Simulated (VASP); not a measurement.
# A VASP 6.6.1 single-point calculation on CsPbCl3

INCAR

```
NELM = 120
LASPH = .TRUE.
ENCUT = 520
NELECT = 43
PREC = Accurate
ISMEAR = -5
IBRION = -1
NSW = 0
EDIFF = 1E-7
ISIF = 2
LREAL = .FALSE.
SIGMA = 0.5
LCHARG = .FALSE.
GGA = PE
LWAVE = .FALSE.
NBANDS = 30
```

KPOINTS

```
KPOINTS created by Atomic Simulation Environment
0
Gamma
4 4 4
0 0 0
```

POSCAR

```
Cs Pb Cl
 1.0000000000000000
     5.3457761936999999    0.0000000000000000    0.0000000000000000
     0.0000000000000000    5.3457761936999999    0.0000000000000000
     0.0000000000000000    0.0000000000000000    5.3457761936999999
 Cs  Pb  Cl
   1   1   3
Cartesian
  0.0000000000000000  0.0000000000000000  0.0000000000000000
  2.6728880968499995  2.6728880968499995  2.6728880968499995
  2.6728880968499995  2.6728880968499995  0.0000000000000000
  0.0000000000000000  2.6728880968499995  2.6728880968499995
  2.6728880968499995  0.0000000000000000  2.6728880968499995
```

The recommended PBE PAW datasets give the neutral cell 44 valence electrons.

Command

```
mpirun -np 1 vasp_std
```

OSZICAR

```
N       E                     dE             d eps       ncg     rms          rms(c)
DAV:   1     0.410931477294E+03    0.41093E+03   -0.19262E+04   600   0.132E+03
DAV:   2     0.309548000047E+02   -0.37998E+03   -0.35961E+03   672   0.323E+02
DAV:   3    -0.174572721083E+02   -0.48412E+02   -0.47864E+02   762   0.124E+02
DAV:   4    -0.192726872999E+02   -0.18154E+01   -0.18054E+01   788   0.289E+01
DAV:   5    -0.193370435479E+02   -0.64356E-01   -0.64178E-01   806   0.499E+00    0.620E+00
DAV:   6    -0.188742119528E+02    0.46283E+00   -0.82429E-01   820   0.144E+01    0.391E+00
DAV:   7    -0.187589066871E+02    0.11531E+00   -0.70544E-01   898   0.744E+00    0.133E+00
DAV:   8    -0.187535380709E+02    0.53686E-02   -0.15346E-01   888   0.365E+00    0.338E-01
DAV:   9    -0.187501908968E+02    0.33472E-02   -0.17762E-02   892   0.145E+00    0.187E-01
DAV:  10    -0.187506585731E+02   -0.46768E-03   -0.28638E-03   782   0.255E-01    0.108E-01
DAV:  11    -0.187504731345E+02    0.18544E-03   -0.85132E-04   892   0.260E-01    0.283E-02
DAV:  12    -0.187504769797E+02   -0.38452E-05   -0.67057E-05   728   0.416E-02    0.216E-02
DAV:  13    -0.187504852133E+02   -0.82336E-05   -0.10284E-05   860   0.250E-02    0.193E-03
DAV:  14    -0.187504865318E+02   -0.13186E-05   -0.13122E-06   740   0.619E-03    0.566E-03
DAV:  15    -0.187504851404E+02    0.13914E-05   -0.17977E-07   532   0.308E-03    0.158E-03
DAV:  16    -0.187504843219E+02    0.81849E-06   -0.15804E-07   498   0.220E-03    0.837E-04
DAV:  17    -0.187504844940E+02   -0.17211E-06   -0.20930E-08   384   0.125E-03    0.314E-04
DAV:  18    -0.187504845623E+02   -0.68319E-07   -0.53362E-09   366   0.618E-04
   1 F= -.18750485E+02 E0= -.18750485E+02  d E =0.000000E+00
```

From OUTCAR

```
k-points           NKPTS =     10   k-points in BZ     NKDIM =     10   number of bands    NBANDS=     30

   NELECT =      43.0000    total number of electrons

   dimension x,y,z NGX =    40 NGY =   40 NGZ =   40
   dimension x,y,z NGXF=    80 NGYF=   80 NGZF=   80

  energy-cutoff  :      520.00
  volume of cell :      152.77
      direct lattice vectors                 reciprocal lattice vectors
     5.345776194  0.000000000  0.000000000     0.187063574  0.000000000  0.000000000
     0.000000000  5.345776194  0.000000000     0.000000000  0.187063574  0.000000000
     0.000000000  0.000000000  5.345776194     0.000000000  0.000000000  0.187063574

 k-points in reciprocal lattice and weights: KPOINTS created by Atomic Simulation Env
   0.00000000  0.00000000  0.00000000       0.016
   0.25000000  0.00000000  0.00000000       0.094
   0.50000000  0.00000000  0.00000000       0.047
   0.25000000  0.25000000  0.00000000       0.188
   0.50000000  0.25000000  0.00000000       0.188
   0.50000000  0.50000000  0.00000000       0.047
   0.25000000  0.25000000  0.25000000       0.125
   0.50000000  0.25000000  0.25000000       0.188
   ...

 E-fermi :   0.7990

 k-point     1 :       0.0000    0.0000    0.0000
  band No.  band energies     occupation
      1     -17.5378      2.00000
      2     -15.3096      2.00000
      3     -15.3096      2.00000
      4     -14.9095      2.00000
      5     -14.9095      2.00000
      6     -14.9095      2.00000
      7     -13.4969      2.00000
      8     -12.1783      2.00000
      9     -12.1783      2.00000
     10      -4.5009      2.00000
     11      -4.5009      2.00000
     12      -4.5009      2.00000
     13      -4.2962      2.00000
     14      -3.0274      2.00000
     15      -3.0274      2.00000
     16      -3.0274      2.00000
     17      -0.4327      2.00000
     18      -0.4327      2.00000
     19      -0.4327      2.00000
     20      -0.2890      2.00000
     21      -0.2890      2.00000
     22      -0.2890      2.00000
     23       6.7918      0.00000
     24       7.4988      0.00000
     25       7.4988      0.00000
     26       8.1963      0.00000
     27       8.1963      0.00000
     28       8.1963      0.00000
     29       9.4226      0.00000
     30       9.4226      0.00000

 k-point     2 :       0.2500    0.0000    0.0000
  band No.  band energies     occupation
      1     -17.5341      2.00000
      2     -15.3094      2.00000
      3     -15.2378      2.00000
      4     -14.9109      2.00000
      5     -14.9109      2.00000
      6     -14.9095      2.00000
      7     -13.3897      2.00000
      8     -12.4376      2.00000
      9     -12.1768      2.00000
     10      -5.2382      2.00000
     11      -4.4520      2.00000
     12      -4.4520      2.00000
     13      -4.4224      2.00000
     14      -3.0281      2.00000
     15      -3.0281      2.00000
     16      -1.5742      2.00000
     17      -0.4989      2.00000
     18      -0.4812      2.00000
     19      -0.4812      2.00000
     20      -0.3598      2.00000
     21      -0.3598      2.00000
     22      -0.2100      2.14107
     23       7.3110      0.00000
     24       7.7361      0.00000
     25       7.9884      0.00000
     26       8.0413      0.00000
     27       8.3278      0.00000
     28       8.3278      0.00000
     29       8.4649      0.00000
     30       9.6168      0.00000

 ...

  Total       -5.4824312     -5.4824312     -5.4824312      0.0000000     -0.0000000      0.0000000
  in kB      -57.4978299    -57.4978299    -57.4978299      0.0000000     -0.0000000      0.0000000
  external PRESSURE =     -57.4978299 kB  Pullay stress =       0.0000000 kB

 POSITION                                       TOTAL-FORCE (eV/Angst)
 -----------------------------------------------------------------------------------
      0.00000      0.00000      0.00000         0.000000      0.000000      0.000000
      2.67289      2.67289      2.67289         0.000000      0.000000      0.000000
      2.67289      2.67289      0.00000         0.000000      0.000000      0.000000
      0.00000      2.67289      2.67289         0.000000      0.000000      0.000000
      2.67289      0.00000      2.67289         0.000000      0.000000      0.000000
 -----------------------------------------------------------------------------------
    total drift:                                0.000000      0.000000     -0.000000

  FREE ENERGIE OF THE ION-ELECTRON SYSTEM (eV)
  ---------------------------------------------------
  free  energy   TOTEN  =       -18.7504845623 eV

  energy  without entropy=      -18.7504845623  energy(sigma->0) =      -18.75048456
```

It converged. Results: pressure -5.7 GPa.

The cell is charged and sits in a uniform background.

For comparison, a separate PBE run of the intended cell, on usual settings and not on those above, gives a gap of 1.17 eV on its mesh and a pressure of 7.7 GPa.

The run above took about 59 s on one core of a shared host (Intel Xeon Platinum 8488C) and held 0.26 GiB at most.
